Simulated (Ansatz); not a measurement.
BAs:

```xyz
2
Lattice="0.0000 2.3885 2.3885 2.3885 0.0000 2.3885 2.3885 2.3885 0.0000" Properties=species:S:1:pos:R:3 pbc="T T T"
As    3.5827    3.5827    3.5827
B     0.0000    0.0000    0.0000
```

Base run:

- Program: Ansatz 0.2.0
- Functional: PBE
- Potentials or basis: all-electron LAPW, scalar-relativistic
- Cutoff: 287 eV (chosen from the basis error)
- Basis error allowed: 0.002 eV/atom
- k mesh: 7 × 7 × 7
- Occupations: fermi-dirac, width 0.02 eV
- Spin: no spin polarisation

Its results: band gap on the k mesh 1.21 eV, indirect (least direct gap 3.28 eV); pressure 2.7 GPa.

Task: The run is repeated on the same cell with these changes: k mesh from 7 × 7 × 7 to 4 × 4 × 4; occupations from fermi-dirac, width 0.02 eV to fermi-dirac, width 0.03 eV. What comes out?

Result: Band gap on the k mesh 1.42 eV, indirect (least direct gap 3.27 eV); pressure 3.3 GPa.

Caveats: some runs use coarse meshes; an odd mesh through Γ misses points on the zone boundary, where band edges often lie (some runs).
